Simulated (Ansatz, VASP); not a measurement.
**Ni in VASP and in Ansatz**

File INCAR:

```
PREC = Accurate ; ENCUT = 600
EDIFF = 1E-6 ; ISMEAR = -1
SIGMA = 0.05 ; LREAL = False
LASPH = True ; NELM = 150
ALGO = Normal ; ISIF = 2
LWAVE = False ; LCHARG = False
ISPIN = 2 ; MAGMOM = 1
LORBIT = 11 ; LMAXMIX = 4
GGA = PE ; NBANDS = 19
```

File KPOINTS:

```
Automatic mesh
0
Gamma
  13 13 13
```

POSCAR

```
Ni
1.0
    0.0000000000      1.7375729330      1.7375729330
    1.7375729330      0.0000000000      1.7375729330
    1.7375729330      1.7375729330      0.0000000000
Ni
1
Direct
    0.0000000000      0.0000000000      0.0000000000
```

KPOINTS_OPT

```
path GXWKGLUWLK,UX
10
line-mode
reciprocal
 0.0000000000  0.0000000000  0.0000000000  G
 0.5000000000  0.0000000000  0.5000000000  X

 0.5000000000  0.0000000000  0.5000000000  X
 0.5000000000  0.2500000000  0.7500000000  W

 0.5000000000  0.2500000000  0.7500000000  W
 0.3750000000  0.3750000000  0.7500000000  K

 0.3750000000  0.3750000000  0.7500000000  K
 0.0000000000  0.0000000000  0.0000000000  G

 0.0000000000  0.0000000000  0.0000000000  G
 0.5000000000  0.5000000000  0.5000000000  L

 0.5000000000  0.5000000000  0.5000000000  L
 0.6250000000  0.2500000000  0.6250000000  U

 0.6250000000  0.2500000000  0.6250000000  U
 0.5000000000  0.2500000000  0.7500000000  W

 0.5000000000  0.2500000000  0.7500000000  W
 0.5000000000  0.5000000000  0.5000000000  L

 0.5000000000  0.5000000000  0.5000000000  L
 0.3750000000  0.3750000000  0.7500000000  K

 0.6250000000  0.2500000000  0.6250000000  U
 0.5000000000  0.0000000000  0.5000000000  X
```

Contents of input.yaml:

```yaml
crystal:
  lattice:
    - [0.0, 1.737572933, 1.737572933]
    - [1.737572933, 0.0, 1.737572933]
    - [1.737572933, 1.737572933, 0.0]
  atoms:
    - { symbol: Ni, position: [0.0, 0.0, 0.0], spin: 1.0 }
hamiltonian:
  xc: pbe
  pseudopotentials: { kind: paw }
magnetization:
  spin_polarized: true
kpoints:
  mp_grid: { grid: [13, 13, 13] }
  band_path:
    path:
      - [[0.0, 0.0, 0.0], [0.5, 0.0, 0.5], [0.5, 0.25, 0.75], [0.375, 0.375, 0.75], [0.0, 0.0, 0.0], [0.5, 0.5, 0.5], [0.625, 0.25, 0.625], [0.5, 0.25, 0.75], [0.5, 0.5, 0.5], [0.375, 0.375, 0.75]]
      - [[0.625, 0.25, 0.625], [0.5, 0.0, 0.5]]
    npoints: 14
scf:
  occupations: { method: fermi_dirac, width: 0.05 }
  n_extra_bands: 6
output:
  forces: true
  stress: true
  eigenvalues: true
  fatbands: false
```

Alike in both runs: task band structure; functional PBE; k mesh 13 × 13 × 13; occupations fermi-dirac, width 0.05 eV; collinear spin, ferromagnetic start.

|  | VASP | Ansatz |
| --- | --- | --- |
| version | VASP 6.6.1 | Ansatz 0.2.0 |
| potentials or method | VASP PAW PBE potentials, release 64 (Ni_sv_GW) | Ansatz PAW |
| plane-wave cutoff (eV) | 600 | 420 |
| valence electrons in the cell | 18 | 18 |

|  | VASP | Ansatz | Ansatz less VASP |
| --- | --- | --- | --- |
| gap on the k mesh at the Fermi level (eV) | none | none | - |
| pressure (GPa) | 4.3 | 8.1 | +3.76 |
| net moment per atom (μB) | 0.63 | 0.63 | 0.000 |
| size of the moment on the site where the two differ most (μB) | 0.67 | 0.67 | -0.001 |

Site moments also hang on the region over which each program counts them. A gap of «none» marks a metal or a gap that the smearing closes. One of these differences is far larger than is usual between the two programs; its cause wasn't traced.
